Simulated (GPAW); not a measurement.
# Sn (Fd-3m) in GPAW: further runs

Runs on Sn. Level: PBE. Tasks: band structure.

Everything below comes from runs of GPAW 26.7.0. Logs are shortened: lines on timing, memory, paths and dates and some standing lists are left out, and cuts for length are marked. The log counts tension as positive stress, the text compression.

### 1 The crystal as given

It takes space group Fd-3m (No. 227, cubic). Conventional cell: a = 6.467 Å, b = 6.467 Å, c = 6.467 Å, α = 90.00°, β = 90.00°, γ = 90.00°. Sn (site symmetry -43m) has 4 Sn at 2.80 Å as nearest neighbours.

This isn't the form of Sn at room conditions, which is tetragonal (white tin).

### 2 Band structure, PBE

The input, run.py:

```python
from ase import Atoms
from ase.dft.bandgap import bandgap
from ase.io import write
from ase.units import GPa
from gpaw import GPAW, PW

atoms = Atoms(['Sn', 'Sn'],
              cell=[[0.0, 3.2333428, 3.2333428],
                    [3.2333428, 0.0, 3.2333428],
                    [3.2333428, 3.2333428, 0.0]],
              scaled_positions=[[0.75, 0.75, 0.75],
                                [0.5, 0.5, 0.5]],
              pbc=True)

calc = GPAW(mode=PW(600),
            xc='PBE',
            kpts={'size': (7, 7, 7), 'gamma': True},
            occupations={'name': 'fermi-dirac', 'width': 0.05},
            nbands=24,
            convergence={'density': 1e-05, 'energy': 1e-05},
            maxiter=150,
            txt='gpaw.txt')
atoms.calc = calc
energy = atoms.get_potential_energy()
forces = atoms.get_forces()
stress = atoms.get_stress()
calc.write('gs.gpw')
write('result.traj', atoms)
print(f'Energy: {energy:.6f} eV')
print('Forces (eV/A):')
print(forces.round(4))
print('Stress (GPa):', (stress / GPa).round(3))
print('Fermi level:', round(calc.get_fermi_level(), 4), 'eV')
print(f'Gap: {bandgap(calc)[0]:.4f} eV, direct: {bandgap(calc, direct=True)[0]:.4f} eV')

path = atoms.cell.bandpath('GXWKGLUWLK,UX', npoints=60, eps=1e-4)
bs_calc = calc.fixed_density(kpts=path, symmetry='off', nbands=38,
                             convergence={'bands': 'CBM+6.0', 'eigenstates': 1e-6}, txt='bands.txt')
bs = bs_calc.band_structure()
bs.write('bs.json')
print(f'Gap on the path: {bandgap(bs_calc)[0]:.4f} eV')
```

Potentials or basis: GPAW PAW data sets (gpaw-data 1.2.1), pw.

Run with:

```bash
OMP_NUM_THREADS=1 python run.py
```

gpaw.txt:

```text
__  _  _
 | _ |_)|_||  |
 |__||  | ||/\| - 26.7.0

Input parameters:
  mode=PW(ecut=600.0),
  convergence={'density': 1e-05, 'energy': 1e-05},
  kpts=MonkhorstPack(size=(7, 7, 7), gamma=True),
  maxiter=150,
  nbands=24,
  occupations=Occupations(name='fermi-dirac', width=0.05),
  xc=XC(name='PBE')

Diagonalizing LCAO Hamiltonian
Converting LCAO to pw mode

            Sn

       Sn

Atoms  # Å, Bohr magnetons
|   | symbol |        x |        y |        z |    initial magnetic moments |
|---|--------|----------|----------|----------|-----------------------------|
| 0 |     Sn | 4.850014 | 4.850014 | 4.850014 | ( 0.0000,  0.0000,  0.0000) |
| 1 |     Sn | 3.233343 | 3.233343 | 3.233343 | ( 0.0000,  0.0000,  0.0000) |

Unit cell  # Å
| periodic |        x |        y |        z |  lengths |    angles |
|----------|----------|----------|----------|----------|-----------|
|      yes | 0.000000 | 3.233343 | 3.233343 | 4.572637 | 60.000000 |
|      yes | 3.233343 | 0.000000 | 3.233343 | 4.572637 | 60.000000 |
|      yes | 3.233343 | 3.233343 | 0.000000 | 4.572637 | 60.000000 |

Number of symmetries: 24
Symmetry operations  # r_c * U_cc + t_c -> r_c
|    | kind |            matrix            |
|----|------|------------------------------|
|  0 |  E   |  1, 0, 0,  0, 1, 0,  0, 0, 1 |
|  1 |  σ   |  1, 0, 0,  0, 0, 1,  0, 1, 0 |
|  2 |  σ   |  1, 0,-1,  0, 1,-1,  0, 0,-1 |
|  3 |  C3  |  1, 0,-1,  0, 0,-1,  0, 1,-1 |
|  4 |  C3  |  1,-1, 0,  0,-1, 1,  0,-1, 0 |
|  5 |  σ   |  1,-1, 0,  0,-1, 0,  0,-1, 1 |
|  6 |  σ   |  0, 1, 0,  1, 0, 0,  0, 0, 1 |
|  7 |  C3  |  0, 1, 0,  0, 0, 1,  1, 0, 0 |
|  8 |  C2  |  0, 1,-1,  1, 0,-1,  0, 0,-1 |
|  9 |  S4  |  0, 1,-1,  0, 0,-1,  1, 0,-1 |
| 10 |  C3  |  0, 0, 1,  1, 0, 0,  0, 1, 0 |
| 11 |  σ   |  0, 0, 1,  0, 1, 0,  1, 0, 0 |
| 12 |  S4  |  0, 0,-1,  1, 0,-1,  0, 1,-1 |
| 13 |  C3  |  0, 0,-1,  0, 1,-1,  1, 0,-1 |
| 14 |  S4  |  0,-1, 1,  1,-1, 0,  0,-1, 0 |
| 15 |  C2  |  0,-1, 1,  0,-1, 0,  1,-1, 0 |
| 16 |  C3  |  0,-1, 0,  1,-1, 0,  0,-1, 1 |
| 17 |  S4  |  0,-1, 0,  0,-1, 1,  1,-1, 0 |
| 18 |  S4  | -1, 1, 0, -1, 0, 1, -1, 0, 0 |
| 19 |  C3  | -1, 1, 0, -1, 0, 0, -1, 0, 1 |
| 20 |  C3  | -1, 0, 1, -1, 1, 0, -1, 0, 0 |
| 21 |  S4  | -1, 0, 1, -1, 0, 0, -1, 1, 0 |
| 22 |  σ   | -1, 0, 0, -1, 1, 0, -1, 0, 1 |
| 23 |  C2  | -1, 0, 0, -1, 0, 1, -1, 1, 0 |

BZ-sampling:
  Number of BZ points: 343
  Number of IBZ points: 20

  Monkhorst-Pack size: [7, 7, 7]
  Monkhorst-Pack shift: [0, 0, 0]

K-points  # in reciprocal-cell coordinates
|     |                                coordinates |     weight |
|-----|--------------------------------------------|------------|
|   0 | (  0.00000000,   0.00000000,   0.00000000) | 0.00291545 |
|   1 | (  0.14285714,   0.14285714,   0.00000000) | 0.01749271 |
|   2 | (  0.14285714,   0.14285714,   0.14285714) | 0.02332362 |
|   3 | (  0.28571429,   0.14285714,   0.14285714) | 0.03498542 |
|   4 | (  0.28571429,   0.28571429,   0.00000000) | 0.01749271 |
|   5 | (  0.28571429,   0.28571429,   0.14285714) | 0.06997085 |
|   6 | (  0.28571429,   0.28571429,   0.28571429) | 0.02332362 |
|   7 | (  0.42857143,  -0.28571429,  -0.28571429) | 0.03498542 |
|   8 | (  0.42857143,   0.28571429,  -0.42857143) | 0.13994169 |
|   9 | (  0.42857143,   0.28571429,  -0.28571429) | 0.06997085 |
| ... |                                            |            |
|  19 | (  0.42857143,   0.42857143,   0.42857143) | 0.02332362 |

Plane wave coefficients: 2281
Cutoff: 600.0 eV

Spin-components: 1 (collinear spins)
Bands:           24
Projectors:      12
Spin-degeneracy: 2
Datatype:        complex128

Parallelization:
  kpt:    1
  domain: 1
  band:   1

Density:
  Valence electrons: 28.0
  Components: 1
  Grid points: [27 27 27]
  Charge: 0.0  # |e|

Potential:
  Grid points: [27 27 27]

species:
  Sn:
    name:    Tin
    Z:       50.0
    valence: 14
    core:    36
    charge:  0.0  # [|e|]
    compensation charges:
      type: gauss
      rc: 0.38  # [Å]
      lmax: 2
    cutoffs:
      filter: 2.23  # [Å]
      core: 2.35  # [Å]
    projectors
    | kind |    occ | energy [eV] | rcut [Å] |
    |------|--------|-------------|----------|
    |   5s |  2.000 |     -10.538 |    1.201 |
    |   5p |  2.000 |      -3.696 |    1.270 |
    |   4d | 10.000 |     -25.845 |    1.185 |
    |    s |        |      16.674 |    1.201 |
    |    p |        |      23.515 |    1.270 |
    |    d |        |       1.367 |    1.185 |

    Using partial waves for Sn as LCAO basis

Reference energy: -336021.386614  # eV

eigensolver:
  PPCG
  Converge bands: occupied
  niter=2

density mixing:
  MSR1-Mixer
  Pratt-step length: 0.05
  Maximum mixing coefficient: 0.75
  Old densities: 10
  SVD Regularization: 0.005
  Good broyden scale: 1.0
  Trust region scale: 1.0
  Backstep threshold: 4.0
  History deletion threshold: 6.0
  Fourier metric: weight=20.0, sigma=0.015

occupation numbers:
  Fermi-Dirac:
    width: 0.0500  # eV

poisson solver:
  ecut: 4800.0  # eV

xc functional:
  name: PBE with 2 nearest neighbor stencil

convergence criteria:
- Maximum integral of absolute [dens]ity change: 1e-05 electrons / valence electron
- Maximum [total energy] change in last 3 cyles: 1e-05 eV / valence electron
- Maximum integral of absolute [eigenst]ate change: 4e-08 eV^2 / valence electron
maximum number of iterations: 150

SCF iterations
|iter     | |      energy | eigst |  dens |
|---------|-|-------------|-------|-------|
|iter:   1| |   -8.075485 | +0.01 |       |
|iter:   2| |   -8.078428 | -2.30 | -1.44 |
|iter:   3| |   -8.051284 | -2.50 | -1.47 |
|iter:   4| |   -8.055425 | -3.10 | -1.98 |
|iter:   5| |   -8.056331 | -4.09 | -2.64 |
|iter:   6| |   -8.056356 | -5.58 | -3.63 |
|iter:   7| |   -8.056357c| -6.67 | -4.38 |
|iter:   8| |   -8.056357c| -8.10c| -4.80 |
|iter:   9| |   -8.056357c| -8.30c| -5.24c|

Converged in 9 steps
Energy contributions relative to reference atoms: (reference = -336021.386614)

Energy contributions:
  Kinetic:          11.922079
  Coulomb:         -10.879420
  Zero:              0.034789
  External:          0.000000
  Xc:               -9.132940
  Entropy:          -0.001731
  Spinorbit:         0.000000
  ----------------------------
  Free energy:      -8.057222
  Extrapolated:     -8.056357

dipole moment: (4.490920, 4.490920, 4.490920)  # |e|*Ang

Fermi level: 5.052
Eigenvalues  # (at kpt = [0.000, 0.000, 0.000])
| band index |      eig [eV] | occ [0-2] |
|------------|---------------|-----------|
|          0 |       -16.633 |     2.000 |
|        ... |               |           |
|          4 |       -16.574 |     2.000 |
|          5 |       -16.254 |     2.000 |
|          6 |       -16.254 |     2.000 |
|          7 |       -16.254 |     2.000 |
|          8 |       -16.246 |     2.000 |
|          9 |       -16.246 |     2.000 |
[... 8 lines left out ...]
|         18 |        10.110 |     0.000 |
|         19 |        13.035 |     0.000 |
|        ... |               |           |
|         23 |        13.417 |     0.000 |

No gap
No difference between direct/indirect transitions

Forces  # eV/Ang
|        x |        y |        z |
|----------|----------|----------|
| -0.00000 | -0.00000 | -0.00000 |  # Sn   0
|  0.00000 |  0.00000 | -0.00000 |  # Sn   1

Stress tensor  # eV/Ang^3
|         x |         y |         z |
|-----------|-----------|-----------|
| -0.022015 |  0.000000 | -0.000000 |
|  0.000000 | -0.022015 |  0.000000 |
| -0.000000 |  0.000000 | -0.022015 |

# Writing to gs.gpw (mode='')
```

Run time: 2.1 min. Hardware: 1 thread of Arm Neoverse N1, shared host; peak memory 0.3 GiB.

Results:

```
Free energy             : -8.0572 eV
Pressure                : 3.5 GPa
Band gap along the path : none (metal or under the smearing width)
```

Levels at the corners of the path, in eV from the Fermi level:
```csv
point,band 10,band 11,band 12,band 13,band 14,band 15,band 16,band 17,band 18,band 19
Γ,-21.30,-10.65,-0.53,0.09,0.09,0.09,2.17,2.17,2.17,5.06
X,-21.23,-7.52,-7.52,-2.49,-2.49,0.83,0.83,7.80,7.80,9.41
W,-21.21,-7.46,-7.46,-3.08,-3.08,3.47,3.47,4.05,4.05,9.15
K,-21.21,-7.93,-7.03,-3.41,-2.13,1.11,3.39,5.82,6.05,6.83
Γ,-21.30,-10.65,-0.53,0.09,0.09,0.09,2.17,2.17,2.17,5.06
L,-21.25,-9.00,-6.31,-1.13,-1.13,0.04,3.24,3.24,5.66,8.58
U,-21.21,-7.93,-7.03,-3.41,-2.13,1.11,3.39,5.82,6.05,6.83
W,-21.21,-7.46,-7.46,-3.08,-3.08,3.47,3.47,4.05,4.05,9.15
L,-21.25,-9.00,-6.31,-1.13,-1.13,0.04,3.24,3.24,5.66,8.58
K,-21.21,-7.93,-7.03,-3.41,-2.13,1.11,3.39,5.82,6.05,6.83
U,-21.21,-7.93,-7.03,-3.41,-2.13,1.11,3.39,5.82,6.05,6.83
X,-21.23,-7.52,-7.52,-2.49,-2.49,0.83,0.83,7.80,7.80,9.41
```

Caveat: spin-orbit coupling is left out, which moves the levels of the heavy elements.

### 3 Band structure, PBE, spin-orbit coupling, no magnetisation

The input, run.py:

```python
import numpy as np
from ase.dft.bandgap import bandgap
from ase.io import read, write
from ase.units import Bohr, GPa
from gpaw import GPAW, PW
from gpaw.elf import elf_from_dft_calculation
from gpaw.spinorbit import soc_eigenstates

atoms = read('POSCAR')

calc = GPAW(mode=PW(600),
            xc='PBE',
            kpts={'size': (5, 5, 5), 'gamma': True},
            occupations={'name': 'fermi-dirac', 'width': 0.05},
            nbands=24,
            convergence={'density': 1e-05, 'energy': 1e-05},
            maxiter=150,
            txt='gpaw.txt')
atoms.calc = calc
energy = atoms.get_potential_energy()
forces = atoms.get_forces()
stress = atoms.get_stress()
calc.write('gs.gpw')
write('result.traj', atoms)
print(f'Energy: {energy:.6f} eV')
print('Forces (eV/A):')
print(forces.round(4))
print('Stress (GPa):', (stress / GPa).round(3))
print('Fermi level:', round(calc.get_fermi_level(), 4), 'eV')
print(f'Gap: {bandgap(calc)[0]:.4f} eV, direct: {bandgap(calc, direct=True)[0]:.4f} eV')

# fields on the real-space grid
write('density.cube', atoms, data=calc.get_pseudo_density() * Bohr**3)
write('potential.cube', atoms, data=calc.get_electrostatic_potential())
write('elf.cube', atoms, data=elf_from_dft_calculation(calc).data)

path = atoms.cell.bandpath('GXWKGLUWLK,UX', npoints=60, eps=1e-4)
bs_calc = calc.fixed_density(kpts=path, symmetry='off', nbands=38,
                             convergence={'bands': 'CBM+6.0', 'eigenstates': 1e-6}, txt='bands.txt')
bs = bs_calc.band_structure()
bs.write('bs.json')
print(f'Gap on the path: {bandgap(bs_calc)[0]:.4f} eV')

soc = soc_eigenstates(bs_calc, theta=0, phi=0)
np.savetxt('soc_bands.dat', soc.eigenvalues(), fmt='%.4f')
mesh = soc_eigenstates('gs.gpw', theta=0, phi=0)
np.savetxt('soc_mesh.dat', mesh.eigenvalues(), fmt='%.4f')
print('Fermi level with spin-orbit coupling:', round(mesh.fermi_level, 4), 'eV')
```

The input, POSCAR:

```
Sn
1.0
    0.0000000000      3.2333428000      3.2333428000
    3.2333428000      0.0000000000      3.2333428000
    3.2333428000      3.2333428000      0.0000000000
Sn
2
Direct
    0.7500000000      0.7500000000      0.7500000000
    0.5000000000      0.5000000000      0.5000000000
```

Potentials or basis: GPAW PAW data sets (gpaw-data 1.2.1), pw.

Run with:

```bash
OMP_NUM_THREADS=1 python run.py
```

Wall time 1.9 min (1 thread of Arm Neoverse N1, shared host); peak memory 0.31 GiB.

The run converged. Its results:

```
Free energy             : -7.9960 eV
Pressure                : 3.7 GPa
Band gap along the path : none (metal or under the smearing width)
```

Levels at the corners of the path, in eV from the Fermi level:
| point | band 24 | band 25 | band 26 | band 27 | band 28 | band 29 | band 30 | band 31 | band 32 | band 33 |
| --- | --- | --- | --- | --- | --- | --- | --- | --- | --- | --- |
| Γ | -0.52 | -0.41 | -0.41 | 0.34 | 0.34 | 0.34 | 0.34 | 1.81 | 1.81 | 2.33 |
| X | -7.52 | -2.51 | -2.51 | -2.51 | -2.51 | 0.83 | 0.83 | 0.83 | 0.83 | 7.75 |
| W | -7.43 | -3.19 | -3.19 | -2.99 | -2.99 | 3.27 | 3.27 | 3.62 | 3.62 | 4.05 |
| K | -7.03 | -3.43 | -3.43 | -2.14 | -2.14 | 1.11 | 1.11 | 3.38 | 3.38 | 5.78 |
| Γ | -0.52 | -0.41 | -0.41 | 0.34 | 0.34 | 0.34 | 0.34 | 1.81 | 1.81 | 2.33 |
| L | -6.32 | -1.38 | -1.38 | -0.90 | -0.90 | 0.03 | 0.03 | 3.12 | 3.12 | 3.35 |
| U | -7.03 | -3.43 | -3.43 | -2.14 | -2.14 | 1.11 | 1.11 | 3.38 | 3.38 | 5.78 |
| W | -7.43 | -3.19 | -3.19 | -2.99 | -2.99 | 3.27 | 3.27 | 3.62 | 3.62 | 4.05 |
| L | -6.32 | -1.38 | -1.38 | -0.90 | -0.90 | 0.03 | 0.03 | 3.12 | 3.12 | 3.35 |
| K | -7.03 | -3.43 | -3.43 | -2.14 | -2.14 | 1.11 | 1.11 | 3.38 | 3.38 | 5.78 |
| U | -7.03 | -3.43 | -3.43 | -2.14 | -2.14 | 1.11 | 1.11 | 3.38 | 3.38 | 5.78 |
| X | -7.52 | -2.51 | -2.51 | -2.51 | -2.51 | 0.83 | 0.83 | 0.83 | 0.83 | 7.75 |

Caveat: spin-orbit coupling was added after a scalar SCF, so levels and gaps hold it while energy, forces, pressure and moments don't; this program's spin-orbit splittings come out too wide for heavy elements.
